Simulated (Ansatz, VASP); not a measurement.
## Two plane-wave programs on Ge

```
CELL_PARAMETERS angstrom
1.48805 -2.59469 0.00000
1.48805 2.59469 0.00000
0.00000 0.00000 4.72760
ATOMIC_POSITIONS crystal
Ge 0.66655 0.33345 0.25000
Ge 0.33345 0.66655 0.75000
```

This isn't the form of Ge at room conditions, which is diamond.

Alike in both runs: task single point; functional LDA; k mesh 8 × 8 × 4; occupations gaussian, width 0.1 eV; no spin polarisation.

|  | VASP | Ansatz |
| --- | --- | --- |
| version | VASP 6.6.1 | Ansatz 0.2.0 |
| potentials or method | VASP PAW LDA potentials, release 64 (Ge_d) | scalar-relativistic, plane waves, PAW |
| plane-wave cutoff (eV) | 520 | 420 |
| valence electrons in the cell | 28 | 28 |

VASP gave:

| Property | Result |
| --- | --- |
| gap on the k mesh at the Fermi level (eV) | none |
| pressure (GPa) | -1.5 |
| largest component of the traceless stress (GPa) | 5.61 |
| rms of the force components (eV/Å) | 0.003 |

Task: Which values does Ansatz return?

Result: gap on the k mesh at the Fermi level (eV): none; pressure (GPa): -1.5; largest component of the traceless stress (GPa): 5.56; rms of the force components (eV/Å): 0.003.

Atom by atom the forces differ by 0.000 eV/Å (rms over components). A gap of «none» marks a metal or a gap that the smearing closes.
